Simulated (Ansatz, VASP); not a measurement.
Two plane-wave programs on LiCl

INCAR

```
SYSTEM = LiCl
PREC = Accurate ; ENCUT = 520
EDIFF = 1E-6 ; ISMEAR = 0
SIGMA = 0.05 ; LREAL = .False.
LASPH = .True. ; NELM = 100
ALGO = Normal ; ISIF = 2
LWAVE = .False. ; LCHARG = .False.
GGA = PE ; NBANDS = 12
```

KPOINTS

```
regular mesh
0
Gamma
  8 8 8
  0 0 0
```

File POSCAR:

```
LiCl
1.0
    0.0000000000      2.6417028000      2.5262886000
    2.6417028000      0.0000000000      2.5262886000
    2.6417028000      2.6417028000      0.0000000000
Li Cl
1 1
Direct
    0.0000000000      0.0000000000      0.0000000000
    0.5000000000      0.5000000000      0.5000000000
```

Input for Ansatz:

```yaml
crystal:
  lattice:
    - [0.0, 2.6417028, 2.5262886]
    - [2.6417028, 0.0, 2.5262886]
    - [2.6417028, 2.6417028, 0.0]
  atoms:
    - { symbol: Li, position: [0.0, 0.0, 0.0] }
    - { symbol: Cl, position: [0.5, 0.5, 0.5] }
basis:
  ecutwfc: 420
kpoints:
  mp_grid: { grid: [8, 8, 8] }
hamiltonian:
  xc: pbe
scf:
  occupations: { method: gaussian, width: 0.05 }
output:
  forces: true
  stress: true
  eigenvalues: true
```

Change from the starting cell: strain +0.030 along x and y, -0.015 along z, atoms carried along.

Alike in both runs: task single point; functional PBE; k mesh 8 × 8 × 8; occupations gaussian, width 0.05 eV; no spin polarisation.

|  | VASP | Ansatz |
| --- | --- | --- |
| version | VASP 6.6.1 | Ansatz 0.2.0 |
| potentials or method | VASP PAW PBE potentials, release 64 (Li_sv, Cl) | scalar-relativistic, plane waves, PAW |
| plane-wave cutoff (eV) | 520 | 420 |
| valence electrons in the cell | 10 | 10 |

VASP gave:

```
gap on the k mesh at the Fermi level (eV) : 6.06
least direct gap on the mesh (eV)         : 6.06
```

Q: Which values does Ansatz return?

A: gap on the k mesh at the Fermi level (eV): 6.05; least direct gap on the mesh (eV): 6.05.

With one functional, cell and mesh, what is left measures potentials, basis and numerics.

 A k mesh can miss the band edges.
